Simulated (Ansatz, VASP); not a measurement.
SnSe in VASP and in Ansatz

```
Sn Se
1.0
     0.00000    2.94854    2.94854
     2.94854    0.00000    2.94854
     2.94854    2.94854    0.00000
Sn Se
1 1
Direct
  0.00000 0.00000 0.00000
  0.50000 0.50000 0.50000
```

Change from the starting cell: volume scaled by 1, PAW files.

Alike in both runs: task single point; functional LDA; k mesh 14 × 14 × 14; occupations fermi-dirac, width 0.05 eV; no spin polarisation.

|  | VASP | Ansatz |
| --- | --- | --- |
| version | VASP 6.6.1 | Ansatz 0.2.0 |
| potentials or method | VASP PAW LDA potentials, release 64 (Sn_d, Se) | PAW with Ansatz's default frozen-core files, scalar-relativistic |
| plane-wave cutoff (eV) | 520 | 420 |
| valence electrons in the cell | 20 | 30 |

```csv
,VASP,Ansatz,Ansatz less VASP
pressure (GPa),0.1,0.0,-0.13
```

The two sets of potentials don't hold the same shells in valence.
